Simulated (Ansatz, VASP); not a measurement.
**Two plane-wave programs on GaN**

```
Ga N
1.0
     0.00000    2.24912    2.24912
     2.24912    0.00000    2.24912
     2.24912    2.24912    0.00000
Ga N
1 1
Cartesian
  0.0000 0.0000 0.0000
  3.3737 3.3737 3.3737
```

Alike in both runs: task single point; functional PBEsol; k mesh 10 × 10 × 10; occupations gaussian, width 0.02 eV; no spin polarisation.

|  | VASP | Ansatz |
| --- | --- | --- |
| version | VASP 6.6.1 | Ansatz 0.2.0 |
| potentials or method | VASP PAW PBE potentials, release 64 (Ga_d, N) | scalar-relativistic, plane waves, PAW |
| plane-wave cutoff (eV) | 520 | 420 |
| valence electrons in the cell | 18 | 18 |

```tsv
	VASP	Ansatz	Ansatz less VASP
gap on the k mesh at the Fermi level (eV)	1.72	1.70	-0.019
least direct gap on the mesh (eV)	1.72	1.70	-0.019
pressure (GPa)	-0.2	0.0	+0.21
```

Caveats: the PAW data sets were made with another functional, which shifts forces and pressure a little (VASP). Expect the measured gap to be larger: semilocal functionals such as PBEsol lack the derivative discontinuity.
